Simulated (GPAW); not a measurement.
A run of GPAW 26.7.0:

File run.py:

```python
from ase import Atoms
from ase.filters import FrechetCellFilter
from ase.io import write
from ase.optimize import BFGS
from ase.units import GPa
from gpaw import GPAW, PW, setup_paths

setup_paths.insert(0, '.')

atoms = Atoms(['N', 'B'],
              cell=[[0.0, 1.813001, 1.813001],
                    [1.813001, 0.0, 1.813001],
                    [1.813001, 1.813001, 0.0]],
              scaled_positions=[[0.25, 0.25, 0.25],
                                [0.0, 0.0, 0.0]],
              pbc=True)

calc = GPAW(mode=PW(800),
            xc='PBEsol',
            kpts={'size': (13, 13, 13), 'gamma': True},
            occupations={'name': 'fermi-dirac', 'width': 0.05},
            nbands=11,
            convergence={'density': 1e-05, 'forces': 0.0001},
            maxiter=150,
            txt='gpaw.txt')
atoms.calc = calc
opt = BFGS(FrechetCellFilter(atoms, scalar_pressure=2 * GPa), trajectory='relax.traj', logfile='-')
done = opt.run(fmax=0.02, steps=60)
calc.write('gs.gpw')
write('result.traj', atoms)
print('Converged:', done)
print('Cell:', atoms.cell.cellpar().round(4))
print('Volume:', round(atoms.get_volume(), 4))
print(atoms.get_scaled_positions().round(5))
```

Potentials or basis: PAW data sets generated in the run's folder for this functional, pw.

Command:

```sh
$ gpaw-setup -f PBEsol B N
$ OMP_NUM_THREADS=1 python run.py
```

Hardware: 1 thread of Arm Neoverse V1, with other jobs on the host.

Estimate the wall time of this run.

Wall time 43 s on 1 thread of Arm Neoverse V1, with other jobs on the host, peak memory 0.16 GiB. Counts: scf iterations 27, plane waves 623, bands 11, k points 84, ion steps 3.
